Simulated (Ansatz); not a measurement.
# Ru: the cost of one run

Computed with Ansatz 0.2.0 (DFT PBE, scalar-relativistic, plane waves, PAW, unless a step's input says otherwise).

**1. The structure to begin with**

The structure is hexagonal, space group P-6m2 (No. 187). Conventional cell: a = 2.706 Å, b = 2.706 Å, c = 47.374 Å, α = 90.00°, β = 90.00°, γ = 120.00°. Ru (site symmetry 3m) has 9 Ru at 2.65 to 2.71 Å as nearest neighbours. Around Ru (site symmetry 3m) lie 12 Ru at 2.65 to 2.71 Å. Around Ru (site symmetry -6m2) lie 12 Ru at 2.65 to 2.71 Å.

Coordinates:

```
Ru
1.0
     2.70600    0.00000    0.00000
     1.35300    2.34346    0.00000
     0.00000    0.00000   47.37400
Ru
15
Cartesian
  0.0000 0.0000 8.7000
  1.3530 0.7812 10.8410
  0.0000 0.0000 12.9820
  1.3530 0.7812 15.1230
  0.0000 0.0000 17.2640
  1.3530 0.7812 19.4050
  0.0000 0.0000 21.5460
  1.3530 0.7812 23.6870
  0.0000 0.0000 25.8280
  1.3530 0.7812 27.9690
  0.0000 0.0000 30.1100
  1.3530 0.7812 32.2510
  0.0000 0.0000 34.3920
  1.3530 0.7812 36.5330
  0.0000 0.0000 38.6740
```

**2. Relaxing the atoms: Ru15 slab, no spin**

The input, input.yaml:

```yaml
crystal:
  lattice:
    - [2.706, 0.0, 0.0]
    - [1.353, 2.3434647426, 0.0]
    - [0.0, 0.0, 47.374]
  atoms:
    - { symbol: Ru, position: [0.0, 0.0, 0.1836450374] }
    - { symbol: Ru, position: [0.3333333333, 0.3333333333, 0.2288386035] }
    - { symbol: Ru, position: [0.0, 0.0, 0.2740321695] }
    - { symbol: Ru, position: [0.3333333333, 0.3333333333, 0.3192257356] }
    - { symbol: Ru, position: [0.0, 0.0, 0.3644193017] }
    - { symbol: Ru, position: [0.3333333333, 0.3333333333, 0.4096128678] }
    - { symbol: Ru, position: [0.0, 0.0, 0.4548064339] }
    - { symbol: Ru, position: [0.3333333333, 0.3333333333, 0.5] }
    - { symbol: Ru, position: [0.0, 0.0, 0.5451935661] }
    - { symbol: Ru, position: [0.3333333333, 0.3333333333, 0.5903871322] }
    - { symbol: Ru, position: [0.0, 0.0, 0.6355806983] }
    - { symbol: Ru, position: [0.3333333333, 0.3333333333, 0.6807742644] }
    - { symbol: Ru, position: [0.0, 0.0, 0.7259678305] }
    - { symbol: Ru, position: [0.3333333333, 0.3333333333, 0.7711613965] }
    - { symbol: Ru, position: [0.0, 0.0, 0.8163549626] }
  defects:
    - { substitution: { at: 7, symbol: Ru_h } }
    - { substitution: { at: 8, symbol: Ru_h } }
    - { substitution: { at: 9, symbol: Ru_h } }
    - { substitution: { at: 10, symbol: Ru_h } }
    - { substitution: { at: 11, symbol: Ru_h } }
    - { substitution: { at: 12, symbol: Ru_h } }
    - { substitution: { at: 13, symbol: Ru_h } }
    - { substitution: { at: 14, symbol: Ru_h } }
scf:
  occupations: { method: gaussian, width: 0.1 }
output:
  forces: true
  stress: false
  efg: {}
  core_levels: { shells: { Ru_h: "3d" }, counted_from: fermi_level }
  write_density: true
  write_potential: true
  elf: true
  volumetric_format: npy
hamiltonian:
  xc: pbe
efield:
  axis: 3
  dipole_correction: true
kpoints:
  mp_grid: { grid: [16, 16, 1] }
relax:
  f_tol: 0.01
```

Started as:

```sh
> ansatz run input.yaml --threads 4 --pin off --max-ram 10240MiB --backend cpu --events-out ev --progress --plain --runs-dir out
```

Q: Estimate wall time and peak memory on 4 threads of AMD EPYC 9R45 (Zen 5), shared host.

About 3.6 min, with a peak of 2.1 GiB.
